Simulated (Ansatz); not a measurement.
# Molybdenum, hcp under LDA: from relaxation to bulk modulus

The plan for molybdenum in the hcp structure: relax it, solve it on a dense k-mesh, switch on spin-orbit coupling, then scale the cell to 7 volumes from 88 to 112 % of the relaxed one and try a fit of the equation of state. The k-meshes are 13×13×7 for the relaxation; 22×22×11 for the dense run; 13×13×7 for spin-orbit coupling; 15×15×8 for the volumes.

This is Mo in the hcp structure; at room conditions it is bcc.

Program: Ansatz 0.2.0. Level of theory: DFT LDA (PW92), plane waves (420 eV) with PAW, scalar-relativistic; PAW files made under PBE, frozen cores solved again for the functional. These are calculated values, not measurements.

### Step 1. The system as given

Symmetry: P6_3/mmc, No. 194, hexagonal system. The conventional cell has a = 2.804 Å, b = 2.804 Å, c = 4.579 Å, α = 90.00°, β = 90.00°, γ = 120.00°. Around Mo (site symmetry -6m2) lie 12 Mo at 2.80 Å.

Coordinates:

```cif
data_structure
_symmetry_space_group_name_H-M 'P6_3/mmc'
_symmetry_Int_Tables_number 194
_cell_length_a 2.8039
_cell_length_b 2.8039
_cell_length_c 4.5788
_cell_angle_alpha 90.000
_cell_angle_beta 90.000
_cell_angle_gamma 120.000
_cell_volume 31.18
loop_
_atom_site_label
_atom_site_type_symbol
_atom_site_symmetry_multiplicity
_atom_site_Wyckoff_symbol
_atom_site_fract_x
_atom_site_fract_y
_atom_site_fract_z
_atom_site_occupancy
Mo1 Mo 2 c 0.33333 0.66667 0.25000 1
```

### Step 2. Geometry optimisation

input.yaml reads:

```yaml
crystal:
  lattice:
    - [2.8039216218, 0.0, 0.0]
    - [-1.4019608109, 2.4282673547, 0.0]
    - [0.0, 0.0, 4.5788040084]
  atoms:
    - { symbol: Mo, position: [0.3333333333, 0.6666666667, 0.25] }
    - { symbol: Mo, position: [0.6666666667, 0.3333333333, 0.75] }
hamiltonian:
  xc: lda
  pseudopotentials:
    kind: paw
    azcp:
      Mo: "pseudopotentials/Mo.paw.azcp"
basis:
  ecutwfc: 420
  fft_grid_basis: typed
kpoints:
  mp_grid: { grid: [13, 13, 7], shift: [0, 0, 0] }
magnetization:
  spin_polarized: false
scf:
  occupations: { method: fermi_dirac, width: 0.1 }
relax:
  max_steps: 60
  f_tol: 0.01
  cell: {}
```

Log:

```text
Warning: <dir> the record states the generating functional pbe (its physics header spells it `PBE`), which answers neither for hamiltonian.xc's functional nor for the lda family's — results may be inconsistent (PPs are generated against a specific XC)
Warning: RAYON_NUM_THREADS=2 ignored (pool sized by the plan → 2); use --threads N
Engine: ansatz 0.2.0, aarch64-unknown-linux-gnu
Pseudopotentials: kind: paw
Pseudopotential: Mo, paw, valence charge 14, recommended cutoff 420 eV (normal), <dir>
Functional definition: SPW92
  exchange = slater_x
  correlation = pw_c
Crystal: 2 atoms, lattice volume = 31.176 Å³
Basis set: ecut = 420 eV, 603 PW (Γ)
Bands: 18, of which v1, the nominal top of the filled ones, is band 14 counted from 1 (13 counted from 0)
Symmetry: 24 space group operations
Space group: P63/mmc (ITA 194), of the structure as read, at distance tolerance 3.1e-5 Å
k-points: 84 of 1183
Non-local potential: Mo, projectors of the file, l = 0: 3, l = 1: 2, l = 2: 2, l = 3: 1
PAW form: soft (Blöchl's): semilocal exchange-correlation on the pseudo side does not see the compensation charge
PAW frozen core: Mo, regenerated for the run's functional, and the local potential with it (the file was generated under x = pbe(κ = 0.804, μ = 0.2195149727645171), c = pbe(β = 0.06672455060314922))
PAW one-centre angular grid: Mo, 590 points (default); XC on 64 Gauss nodes
Initial density: superposition of atomic densities (neutral atoms: chi_scale 0, normalization atom), corrected by the library's trained network
Initial wavefunctions: pseudopotential atomic-orbital guess
Functional: x = slater, c = lda
SCF iter   1: F=—  HF=-9684.819187 eV  |F-HF|=—  |Δ(HF+E_count)|=         —  Δρ=9.75e-3  dr2=1.92e-2  ethr=1.77e-3  ⟨swp⟩=5.2  Hψ=15491  notcnv=0  defer=25
automatic band count: the SCF goes on with 22 bands, as 18 were too few: the levels above may hold too much charge
preconditioner: auto → none  [metal: Δε(μ)=0.010 eV  Ē_g=8.091 eV  σ=0.100 eV  W_gap=0.03  n_scr=8 (ndim 8)  ℏωp=23.0 eV  f_vac=0.000  D(μ)=3.17/eV (n_scr^D=36)  sad-step TF]
SCF iter   2: F=—  HF=-9684.815859 eV  |F-HF|=—  |Δ(HF+E_count)|=   3.33e-3  Δρ=5.96e-3  dr2=7.97e-3  ethr=6.86e-5  ⟨swp⟩=1.0  Hψ=2520  notcnv=0  defer=28
SCF iter   3: F=—  HF=-9684.813766 eV  |F-HF|=—  |Δ(HF+E_count)|=   2.09e-3  Δρ=6.00e-4  dr2=4.69e-5  ethr=2.85e-5  ⟨swp⟩=2.1  Hψ=2332  notcnv=0  defer=28
SCF iter   4: F=—  HF=-9684.813754 eV  |F-HF|=—  |Δ(HF+E_count)|=   1.15e-5  Δρ=2.41e-4  dr2=1.41e-5  ethr=1.68e-7  ⟨swp⟩=2.0  Hψ=3022  notcnv=0  defer=28
SCF iter   5: F=—  HF=-9684.813748 eV  |F-HF|=—  |Δ(HF+E_count)|=   6.06e-6  Δρ=4.70e-5  dr2=3.71e-7  ethr=5.02e-8  ⟨swp⟩=2.5  Hψ=2804  notcnv=0  defer=28
SCF iter   6: F=-9684.813748 eV  HF=-9684.813748 eV  |F-HF|=3.23e-9  |Δ(HF+E_count)|=   1.68e-7  Δρ=5.99e-6  dr2=4.19e-9  ethr=3.57e-10  ⟨swp⟩=4.0  Hψ=5686  notcnv=0
SCF 1 converged in 6 iterations: F = -9684.813748 eV  dr2 = 4.19e-9
relax step   1: F+E_penalty+E_count = -9684.81374808 eV  Δ(F+E_penalty+E_count) = +0.000e0 eV  max|allowed force component| = 7.170e-17 eV/Å  Δτ_max = 0.0000 Å  P = -5.826 GPa  Ω = 31.176 Å³  (6 SCF iters, dr2 threshold 1.00e-7 eV, accepted)
Crystal: 2 atoms, lattice volume = 29.052 Å³
Basis set: ecut = 420 eV, 573 PW (Γ)
Bands: 22, of which v1, the nominal top of the filled ones, is band 14 counted from 1 (13 counted from 0)
Initial density: handed on by an earlier stage of this run
Initial wavefunctions: those handed on with the density
iter 1 solved again at ethr=1.91e-5 eV; its pass at ethr=3.10e-3 eV (dr2=5.36e-3 eV) is discarded
SCF iter   1: F=—  HF=-9684.777752 eV  |F-HF|=—  |Δ(HF+E_count)|=         —  Δρ=6.36e-3  dr2=5.51e-3  ethr=1.91e-5  ⟨swp⟩=2.0  Hψ=11133  notcnv=0
preconditioner: auto → none  [metal: Δε(μ)=0.026 eV  Ē_g=8.717 eV  σ=0.100 eV  W_gap=0.07  n_scr=8 (ndim 8)  ℏωp=23.9 eV  f_vac=0.000  D(μ)=2.93/eV (n_scr^D=36)]
SCF iter   2: F=—  HF=-9684.776774 eV  |F-HF|=—  |Δ(HF+E_count)|=   9.78e-4  Δρ=2.56e-3  dr2=6.25e-4  ethr=1.91e-5  ⟨swp⟩=1.2  Hψ=1936  notcnv=0
SCF iter   3: F=—  HF=-9684.776815 eV  |F-HF|=—  |Δ(HF+E_count)|=   4.16e-5  Δρ=5.16e-4  dr2=2.46e-5  ethr=2.23e-6  ⟨swp⟩=1.0  Hψ=1848  notcnv=0
SCF iter   4: F=—  HF=-9684.776822 eV  |F-HF|=—  |Δ(HF+E_count)|=   6.54e-6  Δρ=4.43e-5  dr2=3.49e-7  ethr=8.80e-8  ⟨swp⟩=2.4  Hψ=2883  notcnv=0
iter 5 did not close the SCF: its close was put off for the readings that it lacked (scf_convergence_deferred on its scf_iter line)
SCF iter   5: F=-9684.776822 eV  HF=-9684.776822 eV  |F-HF|=2.89e-9  |Δ(HF+E_count)|=   1.04e-7  Δρ=1.24e-5  dr2=9.98e-9  ethr=1.25e-9  ⟨swp⟩=2.1  Hψ=3101  notcnv=0
SCF iter   6: F=-9684.776822 eV  HF=-9684.776822 eV  |F-HF|=9.82e-10  |Δ(HF+E_count)|=   4.36e-9  Δρ=2.29e-6  dr2=1.27e-9  ethr=3.56e-11  ⟨swp⟩=1.1  Hψ=5396  notcnv=0
SCF 2 converged in 6 iterations: F = -9684.776822 eV  dr2 = 1.27e-9
relax step   2: F+E_penalty+E_count = -9684.77682170 eV  Δ(F+E_penalty+E_count) = +3.693e-2 eV  max|allowed force component| = 0.000e0 eV/Å  Δτ_max = 0.0000 Å  P = +14.546 GPa  Ω = 29.052 Å³  energy of the carried Pulay correction = +1.500e-4 eV  (6 SCF iters, dr2 threshold 2.00e-7 eV, rejected (line search))
Crystal: 2 atoms, lattice volume = 30.448 Å³
Basis set: ecut = 420 eV, 591 PW (Γ)
iter 1 solved again at ethr=3.70e-6 eV; its pass at ethr=3.10e-3 eV (dr2=1.04e-3 eV) is discarded
SCF iter   1: F=—  HF=-9684.835839 eV  |F-HF|=—  |Δ(HF+E_count)|=         —  Δρ=2.82e-3  dr2=9.87e-4  ethr=3.70e-6  ⟨swp⟩=2.2  Hψ=11122  notcnv=0
preconditioner: auto → none  [metal: Δε(μ)=0.016 eV  Ē_g=8.309 eV  σ=0.100 eV  W_gap=0.04  n_scr=8 (ndim 8)  ℏωp=23.3 eV  f_vac=0.000  D(μ)=3.11/eV (n_scr^D=36)]
SCF iter   2: F=—  HF=-9684.835884 eV  |F-HF|=—  |Δ(HF+E_count)|=   4.54e-5  Δρ=1.19e-3  dr2=1.41e-4  ethr=3.53e-6  ⟨swp⟩=1.2  Hψ=2053  notcnv=0
SCF iter   3: F=—  HF=-9684.835950 eV  |F-HF|=—  |Δ(HF+E_count)|=   6.55e-5  Δρ=2.23e-4  dr2=5.33e-6  ethr=5.05e-7  ⟨swp⟩=1.0  Hψ=1848  notcnv=0
SCF iter   4: F=—  HF=-9684.835951 eV  |F-HF|=—  |Δ(HF+E_count)|=   1.44e-6  Δρ=2.13e-5  dr2=6.15e-8  ethr=1.91e-8  ⟨swp⟩=2.2  Hψ=2798  notcnv=0
SCF iter   5: F=—  HF=-9684.835952 eV  |F-HF|=—  |Δ(HF+E_count)|=   3.18e-7  Δρ=6.38e-6  dr2=2.24e-9  ethr=2.20e-10  ⟨swp⟩=2.0  Hψ=3074  notcnv=0
SCF iter   6: F=—  HF=-9684.835952 eV  |F-HF|=—  |Δ(HF+E_count)|=  6.24e-10  Δρ=1.00e-6  dr2=2.59e-10  ethr=8.01e-12  ⟨swp⟩=2.0  Hψ=3026  notcnv=0
SCF iter   7: F=-9684.835952 eV  HF=-9684.835952 eV  |F-HF|=0.00e0  |Δ(HF+E_count)|=  9.82e-11  Δρ=6.09e-8  dr2=1.46e-13  ethr=1.00e-12  ⟨swp⟩=3.9  Hψ=8184  notcnv=0
SCF 3 converged in 7 iterations: F = -9684.835952 eV  dr2 = 1.46e-13
relax step   3: F+E_penalty+E_count = -9684.83595159 eV  Δ(F+E_penalty+E_count) = -2.220e-2 eV  max|allowed force component| = 7.517e-17 eV/Å  Δτ_max = 0.0000 Å  P = +0.498 GPa  Ω = 30.448 Å³  energy of the carried Pulay correction = +5.056e-5 eV  (7 SCF iters, accepted)
[... 12 lines left out ...]
relax step   4: F+E_penalty+E_count = -9684.84576398 eV  Δ(F+E_penalty+E_count) = -9.812e-3 eV  max|allowed force component| = 5.594e-17 eV/Å  Δτ_max = 0.0000 Å  P = +3.440 GPa  Ω = 30.166 Å³  energy of the carried Pulay correction = +7.105e-5 eV  (6 SCF iters, dr2 threshold 2.00e-7 eV, accepted)
[... 12 lines left out ...]
relax step   5: F+E_penalty+E_count = -9684.83849895 eV  Δ(F+E_penalty+E_count) = +7.265e-3 eV  max|allowed force component| = 8.674e-17 eV/Å  Δτ_max = 0.0000 Å  P = +7.855 GPa  Ω = 29.868 Å³  energy of the carried Pulay correction = +9.416e-5 eV  (6 SCF iters, dr2 threshold 2.00e-7 eV, rejected (line search))
[... 12 lines left out ...]
relax step   6: F+E_penalty+E_count = -9684.85935916 eV  Δ(F+E_penalty+E_count) = -1.360e-2 eV  max|allowed force component| = 3.701e-17 eV/Å  Δτ_max = 0.0000 Å  P = +2.127 GPa  Ω = 30.358 Å³  energy of the carried Pulay correction = +5.849e-5 eV  (7 SCF iters, accepted)
[... 11 lines left out ...]
relax step   7: F+E_penalty+E_count = -9684.86337617 eV  Δ(F+E_penalty+E_count) = -4.017e-3 eV  max|allowed force component| = 4.626e-17 eV/Å  Δτ_max = 0.0000 Å  P = +0.138 GPa  Ω = 30.625 Å³  energy of the carried Pulay correction = +4.060e-5 eV  (6 SCF iters, dr2 threshold 2.00e-7 eV, accepted)
[... 14 lines left out ...]
relax step   8: F+E_penalty+E_count = -9684.86338195 eV  Δ(F+E_penalty+E_count) = -5.780e-6 eV  max|allowed force component| = 4.973e-17 eV/Å  Δτ_max = 0.0000 Å  P = -0.001 GPa  Ω = 30.640 Å³  energy of the carried Pulay correction = +3.952e-5 eV  (6 SCF iters, dr2 threshold 5.71e-8 eV, accepted)
Initial wavefunctions: pseudopotential atomic-orbital guess (no wavefunctions were taken with the density)
iter 1 solved again at ethr=4.02e-8 eV; its pass at ethr=3.10e-3 eV (dr2=1.12e-5 eV) is discarded
SCF iter   1: F=—  HF=-9684.863410 eV  |F-HF|=—  |Δ(HF+E_count)|=         —  Δρ=1.24e-4  dr2=1.31e-7  ethr=4.02e-8  ⟨swp⟩=3.0  Hψ=12905  notcnv=0
preconditioner: auto → Kerker (q_TF=auto, 2.688 Å⁻¹)  [metal: Δε(μ)=0.016 eV  Ē_g=8.281 eV  σ=0.100 eV  W_gap=0.04  n_scr=10 (ndim 8)  ℏωp=23.2 eV  f_vac=0.000  D(μ)=2.76/eV (n_scr^D=36)]
SCF iter   2: F=—  HF=-9684.863411 eV  |F-HF|=—  |Δ(HF+E_count)|=   4.74e-7  Δρ=6.34e-5  dr2=3.49e-8  ethr=4.69e-10  ⟨swp⟩=1.6  Hψ=1936  notcnv=0
SCF iter   3: F=—  HF=-9684.863411 eV  |F-HF|=—  |Δ(HF+E_count)|=   3.62e-7  Δρ=6.78e-7  dr2=3.12e-11  ethr=1.25e-10  ⟨swp⟩=1.0  Hψ=1848  notcnv=0
iter 4 did not close the SCF: its close was put off for the readings that it lacked (scf_convergence_deferred on its scf_iter line)
SCF iter   4: F=-9684.863411 eV  HF=-9684.863411 eV  |F-HF|=0.00e0  |Δ(HF+E_count)|=  2.00e-11  Δρ=1.00e-7  dr2=5.97e-13  ethr=1.00e-12  ⟨swp⟩=1.8  Hψ=2234  notcnv=0
iter 5 did not close the SCF: its close was put off for the readings that it lacked (scf_convergence_deferred on its scf_iter line)
SCF iter   5: F=-9684.863411 eV  HF=-9684.863411 eV  |F-HF|=1.82e-12  |Δ(HF+E_count)|=  3.64e-12  Δρ=2.05e-8  dr2=5.67e-14  ethr=1.00e-12  ⟨swp⟩=1.0  Hψ=1848  notcnv=0
iter 6 did not close the SCF: its close was put off for the readings that it lacked (scf_convergence_deferred on its scf_iter line)
SCF iter   6: F=-9684.863411 eV  HF=-9684.863411 eV  |F-HF|=1.82e-12  |Δ(HF+E_count)|=  3.64e-12  Δρ=3.79e-9  dr2=2.58e-15  ethr=1.00e-12  ⟨swp⟩=1.0  Hψ=1848  notcnv=0
iter 7 did not close the SCF: its close was put off for the readings that it lacked (scf_convergence_deferred on its scf_iter line)
SCF iter   7: F=-9684.863411 eV  HF=-9684.863411 eV  |F-HF|=1.82e-12  |Δ(HF+E_count)|=  1.82e-12  Δρ=5.82e-10  dr2=7.61e-17  ethr=1.00e-12  ⟨swp⟩=1.0  Hψ=1848  notcnv=0
SCF iter   8: F=-9684.863411 eV  HF=-9684.863411 eV  |F-HF|=3.64e-12  |Δ(HF+E_count)|=  1.82e-12  Δρ=8.18e-11  dr2=8.08e-19  ethr=1.00e-12  ⟨swp⟩=1.7  Hψ=4265  notcnv=0
SCF 9 converged in 8 iterations: F = -9684.863411 eV  dr2 = 8.08e-19
relax step   9: F+E_penalty+E_count = -9684.86341126 eV  Δ(F+E_penalty+E_count) = -2.930e-5 eV  max|allowed force component| = 5.031e-17 eV/Å  Δτ_max = 0.0000 Å  P = +0.005 GPa  Ω = 30.640 Å³  stress off target by 1.88e-2 GPa  SCF on the basis re-selected at this cell (its energy is not comparable with the rows above)  (8 SCF iters)
basis re-selected at this cell: Δ(F+E_penalty+E_count) = -2.930e-5 eV, ΔP = +0.006 GPa vs the last step (what re-selecting the basis moved, of the pressure what is left beyond the Pulay correction that the steps carried, after the strain that the cell walked since its last selection, with what the two solves' SCF thresholds leave and, on support functions, any second-order correction that the steps lacked; it is no measure of the basis error at this ecutwfc). This SCF's stress stands 1.88e-2 GPa from its target on what of the cell is left free (relax.cell.stress_tol is 5.00e-2 GPa) and its largest allowed force component is 5.03e-17 eV/Å (relax.f_tol is 1.00e-2 eV/Å): within both
SCF converged after 8 iterations
Free energy (F): -9684.863411 eV
Harris-Foulkes:  -9684.863411 eV  (|F-HF|=3.64e-12)
Internal energy: -9684.774456 eV  (E = F + TS)
E sigma→0 (E₀):  -9684.818933 eV
Entropy (-TS):   -0.088956 eV (-44.478 meV/atom)
Fermi energy:    20.995212 eV
--- Per-component energies (eV) ---
  E_band       = -99.444890
  E_kinetic    = 886.252448
  E_local      = -1560.693545  (includes V_loc(G=0)·N_el)
  E_nonlocal   = 297.171771
  E_hartree    = 515.964555
  E_xc         = -365.598738
  E_vxc        = -458.317022  (∫ρ·V_xc dr)
  E_paw        = -6179.459473  (= ΣΔE_a)
  E_vpaw       = -295.787712  (= ΣTr[D̂ρ^β])
  E_aug_tail   = 0.000059  (compensation charges beyond the density's cutoff)
  E_ewald      = -3279.357165
  E_core_change = 0.945632  (= ΣΔE_core)
  E_smearing   = -0.088956  (= −TS)
  E_closure    = 0.000000  (closes the sum)
  Σ components = -9684.863411   (vs F -9684.863411, Δ=0.00e0)
--- Forces (eV/Å), atoms counted from 1 ---
  atom   1  Mo    -0.00000000     0.00000000     0.00000000
  atom   2  Mo     0.00000000    -0.00000000     0.00000000
  max |Σ_I F_I| component: 1.85e-17 eV/Å
--- Stress (GPa, compression-positive) ---
       -0.002028       0.000000       0.000000
       -0.000000      -0.002028      -0.000000
        0.000000      -0.000000       0.018764
  P = ⅓ Tr σ = 0.0049 GPa (0.049 kbar)
--- Relaxed structure (8 steps of the walk, 6 accepted, 1 SCFs on fresh bases) ---
  F+E_penalty+E_count = -9684.86341126 eV   max|allowed force component| = 5.031e-17 eV/Å   (the final SCF, on the basis selected at the relaxed cell)
  cell:  # Å, volume = 30.6401 Å³
    - [2.719338410875097, -2.9043593239911103e-35, 0.0]
    - [-1.3596692054375485, 2.35501614530464, 0.0]
    - [0.0, 0.0, 4.784462448224174]
  atoms:
    - { symbol: Mo, position: [0.3333333333333333, 0.6666666666666666, 0.24999999999999997] }
    - { symbol: Mo, position: [0.6666666666666666, 0.3333333333333333, 0.7499999999999999] }
```

Run time: 18 s. Hardware: 2 threads of Arm Neoverse N1, shared host; peak memory 0.33 GiB.

The walk, from the log:

| step | energy change (meV/atom) | largest force (eV/Å) | pressure (GPa) | volume (Å³/atom) | accepted |
| --- | --- | --- | --- | --- | --- |
| 1 | 0.00 | 0.0000 | -5.83 | 15.588 | yes |
| 2 | 18.46 | 0.0000 | 14.55 | 14.526 | no |
| 3 | -11.10 | 0.0000 | 0.50 | 15.224 | yes |
| 4 | -16.01 | 0.0000 | 3.44 | 15.083 | yes |
| 5 | -12.38 | 0.0000 | 7.86 | 14.934 | no |
| 6 | -22.81 | 0.0000 | 2.13 | 15.179 | yes |
| 7 | -24.81 | 0.0000 | 0.14 | 15.312 | yes |
| 8 | -24.82 | 0.0000 | 0.00 | 15.320 | yes |
| 9 | -24.83 | 0.0000 | 0.00 | 15.320 | yes |

Steps that repeat a cell are solved on a basis chosen anew, so their changes of energy are no gain of the relaxation.

The cell of the run, before and after:

|  | before | after | change |
| --- | --- | --- | --- |
| a (Å) | 2.804 | 2.719 | -3.0 % |
| b (Å) | 2.804 | 2.719 | -3.0 % |
| c (Å) | 4.579 | 4.784 | +4.5 % |
| volume (Å³/atom) | 15.588 | 15.320 | -1.7 % |
| shortest distance (Å) | 2.804 | 2.719 | -3.0 % |
| space group (spins left aside) | P6_3/mmc | P6_3/mmc | same |

### Step 3. The energy on a finer k-mesh

input.yaml reads:

```yaml
crystal:
  lattice:
    - [2.7193384109, 0.0, 0.0]
    - [-1.3596692054, 2.3550161453, 0.0]
    - [0.0, 0.0, 4.7844624482]
  atoms:
    - { symbol: Mo, position: [0.3333333333, 0.6666666667, 0.25] }
    - { symbol: Mo, position: [0.6666666667, 0.3333333333, 0.75] }
hamiltonian:
  xc: lda
  pseudopotentials:
    kind: paw
    azcp:
      Mo: "pseudopotentials/Mo.paw.azcp"
basis:
  ecutwfc: 420
  fft_grid_basis: typed
kpoints:
  mp_grid: { grid: [22, 22, 11], shift: [0, 0, 0] }
magnetization:
  spin_polarized: false
scf:
  occupations: { method: fermi_dirac, width: 0.1 }
```

Log, shortened:

```text
Warning: <dir> the record states the generating functional pbe (its physics header spells it `PBE`), which answers neither for hamiltonian.xc's functional nor for the lda family's — results may be inconsistent (PPs are generated against a specific XC)
Warning: RAYON_NUM_THREADS=2 ignored (pool sized by the plan → 2); use --threads N
[...]
Pseudopotentials: kind: paw
Pseudopotential: Mo, paw, valence charge 14, recommended cutoff 420 eV (normal), <dir>
Functional definition: SPW92
[...]
Crystal: 2 atoms, lattice volume = 30.640 Å³
Basis set: ecut = 420 eV, 597 PW (Γ)
Bands: 18, of which v1, the nominal top of the filled ones, is band 14 counted from 1 (13 counted from 0)
Symmetry: 24 space group operations
Space group: P63/mmc (ITA 194), of the structure as read, at distance tolerance 3.1e-5 Å
k-points: 312 of 5324
[...]
SCF iter   1: F=—  HF=-9684.868429 eV  |F-HF|=—  |Δ(HF+E_count)|=         —  Δρ=8.58e-3  dr2=1.29e-2  ethr=1.77e-3  ⟨swp⟩=5.1  Hψ=25433  notcnv=0
[...]
SCF iter   6: F=-9684.865174 eV  HF=-9684.865174 eV  |F-HF|=1.82e-9  |Δ(HF+E_count)|=   3.19e-8  Δρ=5.18e-6  dr2=5.44e-9  ethr=3.57e-10  ⟨swp⟩=2.0  Hψ=11283  notcnv=0
[...]
SCF converged after 6 iterations
Free energy (F): -9684.865174 eV
[...]
E sigma→0 (E₀):  -9684.822190 eV
Entropy (-TS):   -0.085969 eV (-42.984 meV/atom)
Fermi energy:    20.993202 eV
[...]
```

Wall time 4.7 s (2 threads of Arm Neoverse N1, shared host); peak memory 0.38 GiB.

[end of part 1 of 2]
